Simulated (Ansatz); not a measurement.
Sr: pressure and energy change per atom against volume scale

All results are calculated (Ansatz 0.2.0). Plane-wave DFT, scalar-relativistic PAW made under PBE with cores redone for the functional, no dispersion; the given relaxed cell is scaled uniformly, energy at zero smearing counts from the unscaled cell, pressure at the given Fermi-Dirac smearing is positive in compression.

The cell before it is scaled or strained (space group P6/mmm, No. 191):
```
CELL_PARAMETERS angstrom
6.98550 0.00000 0.00000
-3.49270 6.04960 0.00000
0.00000 0.00000 4.18750
ATOMIC_POSITIONS crystal
Sr 0.00000 0.00000 0.00000
Sr 0.33333 0.66667 0.50000
Sr 0.66667 0.33333 0.50000
```

Settings of every row: spin polarised no; functional RPBE; wave cutoff 420 eV; smearing width 0.1 eV; k mesh 7x7x10.

Atom starting moment: 0 on all atoms.

Limits: the cell comes from a prototype or a list of computed structures and needn't be the stable phase.

```csv
row,volume scale,V (Å³/atom),pressure (GPa),energy change per atom (meV)
1,0.88,51.909,1.63,33.03
2,0.92,54.268,1.01,14.29
3,0.96,56.628,0.48,3.67
4,1.04,61.347,-0.36,2.32
5,1.08,63.706,-0.69,9.8
6,1.12,66.066,?,?
```

Question: what pressure and energy change per atom should row 6 give?

Worked fit of pressure. Take u = (V_r/V)^(2/3) − 1 with V_r = 56.628 Å³ an atom, which is twice the finite (Eulerian) strain; such expansions in the strain, on which the Birch-Murnaghan equation of state is built, carry the rest volume and the bulk modulus. The shown rows have u = 0.05972, 0.02879, 0, -0.05196, -0.07551. Least squares give pressure = 0.48 + 17.6 × u + 27.8 × u² GPa; a straight line predicts inner rows, each left out in turn, worse (root mean square 0.057 against 0.00063 GPa). All shown rows lie on it to the printed digit. The pressure vanishes at u = -0.0286, or V = 59.14 Å³ an atom, and there the bulk modulus at fixed shape and fractions is B = −V dP/dV = (2/3)(1 + u) dP/du = 10.4 GPa. Letting shape and atoms relax would as a rule lower it, by much in layered, chain or molecular crystals. The withheld row has u = -0.09766, so the fit gives 0.48 + 17.6 × (-0.09766) + 27.8 × (-0.09766)² = -0.97 GPa.

The calculation gave -0.96 GPa. The fit lies 0.01 GPa (0.39 % of the column's range) below it, one unit of the last digit. This row lies beyond the range of the fit.

Worked fit of energy change per atom. Take u = (V_r/V)^(2/3) − 1 with V_r = 56.628 Å³ an atom, which is twice the finite (Eulerian) strain; such expansions in the strain, on which the Birch-Murnaghan equation of state is built, carry the rest volume and the bulk modulus. The shown rows have u = 0.05972, 0.02879, 0, -0.05196, -0.07551. Least squares give energy change per atom = 3.654 + 240.74 × u + 4236.8 × u² meV; a straight line predicts inner rows, each left out in turn, worse (root mean square 8.7 against 0.31 meV). The rows lie off it by -0.11, 0.19, 0.02, -0.26, 0.17 (root mean square 0.17 meV). The withheld row has u = -0.09766, so the fit gives 3.654 + 240.74 × (-0.09766) + 4236.8 × (-0.09766)² = 20.55 meV.

The calculation gave 21.71 meV. The fit lies 1.16 meV (5.3 % of the value, 3.8 % of the column's range) below it; its largest miss of a shown row is 0.26 meV. This row lies beyond the range of the fit.
